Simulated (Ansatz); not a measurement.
**The I–V curve of a Ag/LiF/Ag junction**

What current flows through Ag/LiF/Ag, and is the curve linear and symmetric? Both electrodes are Ag fcc(001); the barrier is LiF rock salt(001) (non-polar). In the first transport cell, after relaxation, the nearest pair of electrode and barrier is Ag–F at 2.96 Å, along the normal, too long for a bond, at the lower face and Ag–F at 2.96 Å, along the normal, too long for a bond, at the upper one. A gap without bonds adds to the barrier. All share a net of side 2.934 Å, which strains the lower electrode by +0.0 % and the barrier by +1.9 %, against typed lattice constants near PBE's. The first steps treat the bulk electrodes alone.

Calculated with Ansatz 0.2.0; PBE DFT, plane waves, PAW files, in the first sound run; inputs show where later runs differ.

Most raw output is cut from this account.

## Step 1: The starting structure

It takes space group Fm-3m (No. 225, cubic). Conventional cell: a = 4.150 Å, b = 4.150 Å, c = 4.150 Å, α = 90.00°, β = 90.00°, γ = 90.00°. Nearest to Ag lie 12 Ag at 2.93 Å.

## Step 2: The strained electrode

The electrode is held to the junction's net and relaxed along the normal; its spacing is used for the ideal lead layers.

input.yaml reads:

```yaml
crystal:
  lattice:
    - [2.934, 0.0, 0.0]
    - [0.0, 2.934, 0.0]
    - [0.0, 0.0, 4.1504881856]
  atoms:
    - { symbol: Ag, position: [0.0, 0.0, 0.0] }
    - { symbol: Ag, position: [0.5, 0.5, 0.5] }
kpoints:
  mp_grid: { grid: [12, 12, 8] }
scf:
  occupations: { method: fermi_dirac, width: 0.1 }
  max_iter: 150
hamiltonian:
  xc: pbe
relax:
  f_tol: 0.01
  max_steps: 40
  cell: { fix: [a, b, angles] }
```

On the command line:

```console
$ ansatz run input.yaml --threads 4 --pin off --max-ram 20480MiB --backend cpu --events-out ev --progress --plain --runs-dir out
```

Elapsed: 4.3 s, on 4 threads of Arm Neoverse V1, shared host; peak memory 0.39 GiB; 14 s of CPU time.

The steps of the relaxation:

| step | energy less that of the first step (eV) | largest force component (eV/Å) | pressure (GPa) | volume (Å³) |
| --- | --- | --- | --- | --- |
| 1 | 0.0000 | 0.0000 | -0.12 | 35.73 |
| 2 | -0.0003 | 0.0000 | 0.30 | 35.56 |
| 3* | -0.0002 | 0.0000 | 0.30 | 35.56 |

Relaxation steps marked * repeat the geometry before them on a plane-wave basis chosen anew for their cell, so energy and pressure can jump there.

The run keeps the 32 symmetry operations that it works with, so distortions that break them were not tested.

| cell as run | before | after | change |
| --- | --- | --- | --- |
| a (Å) | 2.934 | 2.934 | +0.0 % |
| b (Å) | 2.934 | 2.934 | +0.0 % |
| c (Å) | 4.150 | 4.131 | -0.5 % |
| volume (Å³/atom) | 17.86 | 17.78 | -0.5 % |

Final coordinates:

```xyz
2
Lattice="2.9340 0.0000 0.0000 0.0000 2.9340 0.0000 0.0000 0.0000 4.1314" Properties=species:S:1:pos:R:3 pbc="T T T"
Ag    0.0000    0.0000    0.0000
Ag    1.4670    1.4670    2.0657
```

This step gave:

| Property | Result |
| --- | --- |
| free energy | -15181.1159 eV |
| Fermi energy | 16.47 eV |
| pressure | 0.3016 GPa |

The cell shrank by 0.5 % in volume.

## Step 3: Relaxation

System of this step: Ag/LiF/Ag. The cell holds 16 atoms: 8 Ag, 4 F and 4 Li. Cell: a = 2.934 Å, b = 2.934 Å, c = 38.613 Å, α = 90.0°, β = 90.0°, γ = 90.0°. Vacuum lies along c.

Tunnelling depends exponentially on distance, so the interfaces are relaxed first. A short slab in vacuum serves: only the barrier and the layers next to it are taken over, and later cells can add or drop layers in the barrier's middle. The dipole correction removes the field that unlike faces would set up across the vacuum.

input.yaml reads:

```yaml
crystal:
  lattice:
    - [2.934, 0.0, 0.0]
    - [0.0, 2.934, 0.0]
    - [0.0, 0.0, 38.6131968352]
  atoms:
    - { symbol: Ag, position: [0.5, 0.5, 0.2071830528] }
    - { symbol: Ag, position: [0.0, 0.0, 0.2609274786] }
    - { symbol: Ag, position: [0.5, 0.5, 0.3146719045] }
    - { symbol: Ag, position: [0.0, 0.0, 0.3684163303] }
    - { symbol: F, position: [0.0, 0.0, 0.4220249452] }
    - { symbol: Li, position: [0.5, 0.5, 0.4220249452] }
    - { symbol: F, position: [0.5, 0.5, 0.4740083151] }
    - { symbol: Li, position: [0.0, 0.0, 0.4740083151] }
    - { symbol: F, position: [0.0, 0.0, 0.5259916849] }
    - { symbol: Li, position: [0.5, 0.5, 0.5259916849] }
    - { symbol: F, position: [0.5, 0.5, 0.5779750548] }
    - { symbol: Li, position: [0.0, 0.0, 0.5779750548] }
    - { symbol: Ag, position: [0.5, 0.5, 0.6315836697] }
    - { symbol: Ag, position: [0.0, 0.0, 0.6853280955] }
    - { symbol: Ag, position: [0.5, 0.5, 0.7390725214] }
    - { symbol: Ag, position: [0.0, 0.0, 0.7928169472] }
kpoints:
  mp_grid: { grid: [8, 8, 1] }
scf:
  occupations: { method: fermi_dirac, width: 0.1 }
  max_iter: 150
hamiltonian:
  xc: pbe
efield:
  axis: 3
  dipole_correction: true
relax:
  f_tol: 0.04
  max_steps: 60
output:
  forces: true
```

Wall time 95 s (4 threads); peak memory 1.2 GiB.

The steps of the relaxation:

| step | energy less that of the first step (eV) | largest force component (eV/Å) |
| --- | --- | --- |
| 1 | 0.0000 | 3.3475 |
| 2 | -0.8684 | 1.2024 |
| 3 | -1.2362 | 0.3453 |
| 4 | -1.3536 | 0.1877 |
| 5 | -1.3950 | 0.1752 |
| 6 | -1.4071 | 0.0176 |
| 7 | -1.4071 | 0.0175 |
| 8 | -1.4100 | 0.0093 |

The run keeps the 8 symmetry operations that it works with, so distortions that break them were not tested.

The atoms that moved most (Å):

| atom | dx | dy | dz | length |
| --- | --- | --- | --- | --- |
| Ag4 | 0.000 | 0.000 | -0.890 | 0.890 |
| Ag13 | 0.000 | 0.000 | 0.890 | 0.890 |
| Ag3 | 0.000 | 0.000 | -0.827 | 0.827 |
| Ag14 | 0.000 | 0.000 | 0.827 | 0.827 |
| Ag2 | 0.000 | 0.000 | -0.823 | 0.823 |
| Ag15 | 0.000 | 0.000 | 0.823 | 0.823 |
| Ag1 | 0.000 | 0.000 | -0.762 | 0.762 |
| Ag16 | 0.000 | 0.000 | 0.762 | 0.762 |

This step gave:

- free energy: -64786.9993 eV
- Fermi energy: 6.600 eV

The largest force component on a free atom ends at 0.0093 eV/Å. At one or more of this run's solves the program warned of density in the dipole ramp over its bound, where dipole, forces and levels can be off.

## Step 4: Current against voltage

This step: PBE DFT, plane waves, PAW files; current against voltage, self-consistent between two reservoirs (Ansatz 0.2.0).

System of this step: Ag/LiF/Ag. The cell holds 30 atoms: 22 Ag, 4 F and 4 Li. Cell: a = 2.934 Å, b = 2.934 Å, c = 67.148 Å, α = 90.0°, β = 90.0°, γ = 90.0°. Regions: left electrode, 11 atoms (11 Ag); barrier, 8 atoms (4 F and 4 Li); right electrode, 11 atoms (11 Ag). Vacuum lies along c.

Under bias the potential drop changes the barrier, so density and potential are solved anew at each voltage between two reservoirs. The leads must hold the reservoirs as well as the screening charge.

input.yaml reads:

```yaml
crystal:
  lattice:
    - [2.934, 0.0, 0.0]
    - [0.0, 2.934, 0.0]
    - [0.0, 0.0, 67.1479869834]
  atoms:
    - { symbol: Ag, position: [0.0, 0.0, 0.1042473545] }
    - { symbol: Ag, position: [0.5, 0.5, 0.1350103904] }
    - { symbol: Ag, position: [0.0, 0.0, 0.1657734263] }
    - { symbol: Ag, position: [0.5, 0.5, 0.1965364622] }
    - { symbol: Ag, position: [0.0, 0.0, 0.2272994981] }
    - { symbol: Ag, position: [0.5, 0.5, 0.258062534] }
    - { symbol: Ag, position: [0.0, 0.0, 0.2888255699] }
    - { symbol: Ag, position: [0.5, 0.5, 0.3195886058] }
[... 18 atom lines left out ...]
    - { symbol: Ag, position: [0.0, 0.0, 0.8034635378] }
    - { symbol: Ag, position: [0.5, 0.5, 0.8342265737] }
    - { symbol: Ag, position: [0.0, 0.0, 0.8649896096] }
    - { symbol: Ag, position: [0.5, 0.5, 0.8957526455] }
kpoints:
  mp_grid: { grid: [10, 10, 1] }
scf:
  occupations: { method: fermi_dirac, width: 0.1 }
  max_iter: 150
hamiltonian:
  xc: pbe
output:
  current_voltage:
    bias: [0.2, 0.5, 1.2, 2.0]
    kmesh: [18, 18]
    leads: [[4, 5], [24, 25]]
    electrode_ends: [10, 19]
  write_potential: true
  write_density: true
  volumetric_format: npy
  elf: true
```

The job ended after 29 min (4 threads; peak memory 7.3 GiB).

Numbers from this step:

| Property | Result |
| --- | --- |
| free energy | -171054.8225 eV |
| Fermi energy | 10.87 eV |
| conductance at zero bias | 8.54e8 S/m² |

Checks by voltage:

| bias (V) | current density (ampere/m²) | current on every other mesh point (ampere) | drop across the junction (V) | electrons moved | electrons in bound states | misfit, lower lead (eV) | misfit, upper lead (eV) | iterations |
| --- | --- | --- | --- | --- | --- | --- | --- | --- |
| 0 | 0 | 0 | 0 | 0 | 0 | 0.07082 | 0.07082 | 7 |
| 0.2 | 1.71e8 | 1.62e-11 | 0.1992 | 0.001093 | 2.75e-5 | 0.07144 | 0.07061 | 8 |
| 0.5 | 4.31e8 | 4.08e-11 | 0.4982 | 0.002735 | 7.75e-5 | 0.07238 | 0.07018 | 8 |
| 1.2 | 1.02e9 | 9.09e-11 | 1.196 | 0.006565 | 2.41e-4 | 0.07455 | 0.06886 | 9 |
| 2 | 1.83e9 | 1.41e-10 | 1.994 | 0.01094 | 5.60e-4 | 0.07697 | 0.06725 | 4 |

Cell area 8.608 Å^2. Table of current through one cell by bias:

| bias (V) | current through one cell (pA) |
| --- | --- |
| 0.000 | 0 |
| 0.200 | 14.7 |
| 0.500 | 37.1 |
| 1.200 | 87.8 |
| 2.000 | 158 |

Bias 0 V. Table of transmission and channels, zone mean by energy, zero at the mean Fermi level:

| energy (eV) | transmission | channels, left | channels, right |
| --- | --- | --- | --- |
| -0.259 | 9.2e-7 | 0.904 | 0.904 |
| -0.233 | 9.2e-7 | 0.929 | 0.929 |
| -0.207 | 9.2e-7 | 0.929 | 0.929 |
| -0.181 | 9.3e-7 | 0.929 | 0.929 |
| -0.155 | 9.3e-7 | 0.929 | 0.929 |
| -0.129 | 9.3e-7 | 0.904 | 0.904 |
| -0.103 | 9.3e-7 | 0.904 | 0.904 |
| -0.078 | 9.4e-7 | 0.904 | 0.904 |
| -0.052 | 9.4e-7 | 0.904 | 0.904 |
| -0.026 | 9.4e-7 | 0.904 | 0.904 |
| 0.000 | 9.5e-7 | 0.904 | 0.904 |
| 0.026 | 9.5e-7 | 0.929 | 0.929 |
| 0.052 | 9.6e-7 | 0.929 | 0.929 |
| 0.078 | 9.7e-7 | 0.929 | 0.929 |
| 0.103 | 9.7e-7 | 0.929 | 0.929 |
| 0.129 | 9.8e-7 | 0.929 | 0.929 |
| 0.155 | 9.9e-7 | 0.929 | 0.929 |
| 0.181 | 9.9e-7 | 0.954 | 0.954 |
| 0.207 | 1.0e-6 | 0.954 | 0.954 |
| 0.233 | 1.0e-6 | 0.954 | 0.954 |
| 0.259 | 1.0e-6 | 0.954 | 0.954 |

Bias 2 V. Transmission and channels, zone mean against energy, zero at the mean Fermi level:

| energy (eV) | transmission | channels, left | channels, right |
| --- | --- | --- | --- |
| -1.27 | 1.3e-6 | 0.571 | 0.904 |
| -1.19 | 1.2e-6 | 0.596 | 0.929 |
| -1.09 | 1.1e-6 | 0.608 | 0.904 |
| -1.01 | 1.1e-6 | 0.633 | 0.904 |
| -0.90 | 1.0e-6 | 0.633 | 0.929 |
| -0.83 | 9.9e-7 | 0.633 | 0.954 |
| -0.75 | 9.6e-7 | 0.657 | 0.954 |
| -0.65 | 9.2e-7 | 0.657 | 0.978 |
| -0.57 | 9.0e-7 | 0.657 | 0.954 |
| -0.49 | 9.2e-7 | 0.694 | 0.966 |
| -0.39 | 9.1e-7 | 0.719 | 0.966 |
| -0.31 | 9.0e-7 | 0.744 | 0.991 |
| -0.21 | 8.9e-7 | 0.769 | 0.966 |
| -0.13 | 8.9e-7 | 0.769 | 0.978 |
| -0.05 | 9.0e-7 | 0.793 | 1.00 |
| 0.00 | 8.8e-7 | 0.793 | 0.954 |
| 0.05 | 8.9e-7 | 0.793 | 0.929 |
| 0.13 | 9.0e-7 | 0.793 | 0.954 |
| 0.21 | 9.3e-7 | 0.793 | 0.954 |
| 0.31 | 9.7e-7 | 0.818 | 0.978 |
| 0.39 | 1.0e-6 | 0.830 | 0.978 |
| 0.49 | 1.1e-6 | 0.867 | 1.00 |
| 0.57 | 1.2e-6 | 0.892 | 0.978 |
| 0.65 | 1.3e-6 | 0.917 | 0.985 |
| 0.75 | 1.4e-6 | 0.929 | 0.994 |
| 0.80 | 1.8e-6 | 0.929 | 0.994 |
| 0.83 | 1.0e-6 | 0.929 | 0.957 |
| 0.90 | 1.1e-6 | 0.904 | 0.932 |
| 0.96 | 1.5e-6 | 0.904 | 0.969 |
| 1.01 | 8.9e-7 | 0.929 | 0.957 |
| 1.09 | 8.9e-7 | 0.929 | 0.932 |
| 1.19 | 9.5e-7 | 0.954 | 0.907 |
| 1.27 | 1.1e-6 | 0.954 | 0.907 |

The Hartree potential energy less that at 0 V, planar mean by z:

| z (Å) | 0.2 V (eV) | 0.5 V (eV) | 1.2 V (eV) | 2 V (eV) |
| --- | --- | --- | --- | --- |
| 2.5 | 0.0456 | 0.113 | 0.272 | 0.454 |
| 5.0 | 0.0891 | 0.223 | 0.534 | 0.890 |
| 7.5 | 0.0993 | 0.248 | 0.596 | 0.994 |
| 10.0 | 0.0996 | 0.249 | 0.598 | 0.996 |
| 12.5 | 0.0997 | 0.249 | 0.599 | 0.998 |
| 15.0 | 0.0998 | 0.249 | 0.599 | 0.998 |
| 17.5 | 0.0993 | 0.248 | 0.596 | 0.993 |
| 20.0 | 0.100 | 0.250 | 0.600 | 1.00 |
| 22.5 | 0.100 | 0.250 | 0.601 | 1.00 |
| 25.0 | 0.0999 | 0.250 | 0.600 | 1.000 |
| 27.5 | 0.0999 | 0.250 | 0.600 | 1.000 |
| 30.0 | 0.0694 | 0.174 | 0.418 | 0.697 |
| 32.5 | 0.0221 | 0.0555 | 0.133 | 0.222 |
| 35.0 | -0.0284 | -0.0711 | -0.171 | -0.285 |
| 37.5 | -0.0761 | -0.190 | -0.457 | -0.761 |
| 40.0 | -0.0992 | -0.248 | -0.596 | -0.993 |
| 42.5 | -0.0998 | -0.250 | -0.599 | -0.999 |
| 45.0 | -0.0999 | -0.250 | -0.600 | -1.00 |
| 47.5 | -0.0994 | -0.249 | -0.597 | -0.996 |
| 50.0 | -0.0991 | -0.248 | -0.594 | -0.991 |
| 52.5 | -0.0995 | -0.249 | -0.596 | -0.993 |
| 55.0 | -0.100 | -0.250 | -0.601 | -1.00 |
| 57.5 | -0.0996 | -0.249 | -0.598 | -0.997 |
| 60.0 | -0.0986 | -0.247 | -0.593 | -0.990 |
| 62.5 | -0.0846 | -0.211 | -0.505 | -0.842 |
| 65.0 | -0.0402 | -0.101 | -0.242 | -0.403 |

Valence density in the ca plane at fractional y = 0.000, with atoms of Ag and F and Li within 0.2 Å of it. It is the smooth field of the valence electrons, not physical close to the nuclei.

Ten steps, logarithmic in the rise over the least value, from '0' (0 e/Å³) to '9' (18 e/Å³), each cell a mean:
```
47997310001379974101478631365214786314751000
25764211011246752001245310021012453100210000
12332111111123321000011100000000111000000000
11111111111111110000000000000000000000000000
11221111111112210000001000000000010000000000
24553111111135531000133210000001332100000000
37886210001368863101367520254113675212530000
48997310001479984102589731587225897315862000
```
Columns run along c (16.0 Å, from fractional 0.34 to 0.57 of the cell), rows up along a (2.9 Å). Atoms in or near the plane, at fractional coordinates: Ag at (0.35, 0.00), Ag at (0.41, 0.00), F at (0.46, 0.00), Li at (0.49, 0.00), F at (0.51, 0.00), Li at (0.54, 0.00).

ELF in the ca plane at fractional y = 0.000, with atoms of Ag and F and Li within 0.2 Å of it. It is the smooth field of the valence electrons, not physical close to the nuclei.

Ten even steps from '0' (0.09 × 1e-1) to '9' (9.82 × 1e-1), each cell a mean:
```
35775211111257753103776861397137768613981000
23543111111234542102677740010026777400100000
12221111111112221100244310000002443100000000
11111111111111111000000000000000000000000000
11111111111111111000112100000000121000000000
12332111111123331101466520000014665200000000
25664211111246652103787751164037877511640000
36875211111357863104765761599138657615993000
```
Columns run along c (16.0 Å, from fractional 0.34 to 0.57 of the cell), rows up along a (2.9 Å). Atoms in or near the plane, at fractional coordinates: Ag at (0.35, 0.00), Ag at (0.41, 0.00), F at (0.46, 0.00), Li at (0.49, 0.00), F at (0.51, 0.00), Li at (0.54, 0.00).

Electrostatic potential energy in the ca plane at fractional y = 0.000, with atoms of Ag and F and Li within 0.2 Å of it. With pseudopotentials it is smooth inside the atoms' cores, unlike the true potential.

Values in eV, 5 rows by 16 columns, each cell a mean:
```
 14   6 -24  -3  14   8 -23  -6  14 -16   5  -8   7 -16   5  -9
 13  12   1   9  13  12   2   9  14  13  13  11  12  13  13  11
 12  13  11  13  12  13  11  12  14  13  13  13  13  13  13  13
 13  10  -8   6  13  11  -7   4  14   8  12   7  11   8  12   7
 14   5 -28  -6  14   7 -26  -9  14 -24   1 -15   4 -24   0 -16
```
Columns run along c (16.0 Å, from fractional 0.31 to 0.55 of the cell; values clipped at the 3rd and 97th percentile), rows up along a (2.9 Å). Atoms in or near the plane, at fractional coordinates: Ag at (0.35, 0.00), Ag at (0.41, 0.00), F at (0.46, 0.00), Li at (0.49, 0.00), F at (0.51, 0.00), Li at (0.54, 0.00).

All 5 points reached self-consistency. On every other mesh point the currents change by up to 11 %. The leads' potential repeats within 77 meV, on the large side, so longer leads could move the currents.

(Continued in part 2 of 2.)

[Logs are printed without paths, hosts, clocks, repeated set-up lines and the standing remarks that a program may print on its own settings, such as how far it seeks lower states.]

[Hosts, paths, dates, database ids (printed as entryN), source tags and the programs' standing remarks are cut or masked in the printed files.]
